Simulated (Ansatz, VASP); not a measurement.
## Two plane-wave programs on AlN

Contents of INCAR:

```
SYSTEM = AlN
PREC     = Accurate       ! precision mode
ENCUT    = 520            ! plane-wave cutoff, eV
EDIFF    = 1E-7           ! SCF threshold, eV
ISMEAR   = 0              ! smearing method
SIGMA    = 0.01           ! smearing width, eV
LREAL    = .False.        ! projectors in reciprocal space
LASPH    = .True.         ! aspherical terms in the spheres
NELM     = 100            ! most SCF steps
ALGO     = Normal         ! electronic algorithm
ISIF     = 2              ! what is computed and relaxed
LWAVE    = .False.        ! write WAVECAR
LCHARG   = .True.         ! write CHGCAR
GGA      = CA             ! functional
LELF     = .True.         ! ELF
LVHAR    = .True.       
NBANDS   = 16             ! bands
```

File KPOINTS:

```
Automatic mesh
0
Gamma
  12 12 6
  0 0 0
```

POSCAR

```
AlN
1.0
    3.1066937601      0.0000000000      0.0000000000
   -1.5533468801      2.6904757181      0.0000000000
    0.0000000000      0.0000000000      4.9785915499
Al N
2 2
Direct
    0.3333333333      0.6666666667     -0.0032954728
    0.6666666667      0.3333333333      0.4967045272
    0.3333333333      0.6666666667      0.3782954728
    0.6666666667      0.3333333333      0.8782954728
```

Input for Ansatz:

```yaml
crystal:
  lattice:
    - [3.1066937601, 0.0, 0.0]
    - [-1.5533468801, 2.6904757181, 0.0]
    - [0.0, 0.0, 4.9785915499]
  atoms:
    - { symbol: Al, position: [0.3333333333, 0.6666666667, -0.0032954728] }
    - { symbol: Al, position: [0.6666666667, 0.3333333333, 0.4967045272] }
    - { symbol: "N", position: [0.3333333333, 0.6666666667, 0.3782954728] }
    - { symbol: "N", position: [0.6666666667, 0.3333333333, 0.8782954728] }
kpoints:
  mp_grid: { grid: [12, 12, 6] }
  band_path:
    path:
      - [0.0, 0.0, 0.0]
      - [0.5, 0.0, 0.0]
      - [0.3333333333, 0.3333333333, 0.0]
      - [0.0, 0.0, 0.5]
      - [0.5, 0.0, 0.5]
      - [0.3333333333, 0.3333333333, 0.5]
    npoints: 1
hamiltonian:
  xc: lda
scf:
  occupations: { method: fixed }
  n_extra_bands: 5
output:
  forces: true
  stress: true
  eigenvalues: true
```

Alike in both runs: task single point; functional LDA; k mesh 12 × 12 × 6; no spin polarisation.

```csv
,VASP,Ansatz
version,VASP 6.6.1,Ansatz 0.2.0
potentials or method,"VASP PAW LDA potentials, release 64 (Al, N)","plane waves, PAW"
plane-wave cutoff (eV),520,420
occupations,"gaussian, width 0.01 eV",fixed
valence electrons in the cell,16,16
```

Ansatz gave:

| Item | Value |
| --- | --- |
| gap on the k mesh at the Fermi level (eV) | 4.26 |
| pressure (GPa) | -3.8 |

Task: Estimate VASP's values.

Result: gap on the k mesh at the Fermi level (eV): 4.27; pressure (GPa): -3.2.

A k mesh can miss the band edges. Expect the measured gap to be larger: semilocal functionals such as LDA lack the derivative discontinuity.
